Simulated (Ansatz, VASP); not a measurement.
## Two plane-wave programs on NiO

INCAR

```
PREC = Accurate
ENCUT = 520
EDIFF = 1E-7
ISMEAR = 0
SIGMA = 0.05
LREAL = F
LASPH = T
NELM = 150
ALGO = Normal
ISIF = 2
LWAVE = F
LCHARG = F
ISPIN = 2
MAGMOM = 2 0
LORBIT = 11
LMAXMIX = 4
LDAU = T
LDAUTYPE = 2
LDAUL = 2 -1
LDAUU = 4 0
LDAUJ = 0 0
LDAUPRINT = 1
GGA = PS
NBANDS = 19
```

KPOINTS

```
Automatic mesh
0
Gamma
  8 8 8
```

Contents of POSCAR:

```
NiO
1.0
    0.0000000000      2.0913095100      2.0913095100
    2.0913095100      0.0000000000      2.0913095100
    2.0913095100      2.0913095100      0.0000000000
Ni O
1 1
Direct
    0.0000000000      0.0000000000      0.0000000000
    0.5000000000      0.5000000000      0.5000000000
```

Input for Ansatz:

```yaml
crystal:
  lattice:
    - [0.0, 2.09130951, 2.09130951]
    - [2.09130951, 0.0, 2.09130951]
    - [2.09130951, 2.09130951, 0.0]
  atoms:
    - { symbol: Ni, position: [0.0, 0.0, 0.0], spin: 2.0 }
    - { symbol: O, position: [0.5, 0.5, 0.5] }
basis:
  ecutwfc: 420
  ecutrho_ratio: 4
kpoints:
  mp_grid: { grid: [8, 8, 8] }
hamiltonian:
  xc: pbesol
  hubbard: { sites: [{ site: 0, l: d, u_eff: 4.0 }] }
scf:
  occupations: { method: gaussian, width: 0.05 }
  lower_state_search: "off"
  max_iter: 150
output:
  forces: true
  stress: true
  eigenvalues: true
  populations: true
  hubbard: { sites: [{ site: 0, l: d }] }
magnetization:
  spin_polarized: true
```

Alike in both runs: task single point; functional PBEsol; k mesh 8 × 8 × 8; occupations gaussian, width 0.05 eV; collinear spin; Hubbard terms Ni d U = 4.0 eV.

```csv
,VASP,Ansatz
version,VASP 6.6.1,Ansatz 0.2.0
potentials or method,"VASP PAW PBE potentials, release 64 (Ni, O)","scalar-relativistic, plane waves, PAW"
plane-wave cutoff (eV),520,420
valence electrons in the cell,16,24
```

VASP gave:

```
gap on the k mesh at the Fermi level (eV)                     : 1.16
least direct gap on the mesh (eV)                             : 2.08
pressure (GPa)                                                : -5.9
net moment per atom (μB)                                      : 1.00
size of the moment on the site where the two differ most (μB) : 1.74
```

**Question.** What did Ansatz give for the same quantities?

**Answer.** gap on the k mesh at the Fermi level (eV): 1.01; least direct gap on the mesh (eV): 1.92; pressure (GPa): 0.5; net moment per atom (μB): 1.00; size of the moment on the site where the two differ most (μB): 1.67.

Site moments also hang on the region over which each program counts them. The programs project onto different local orbitals, so the same U acts differently. The two sets of potentials don't hold the same shells in valence.

Caveats: the PAW data sets were made with another functional, which shifts forces and pressure a little (VASP); a cell with one magnetic atom can't hold antiferromagnetic order, which such compounds often take. A k mesh can miss the band edges. The state reached can hang on the start; a lower one may exist.
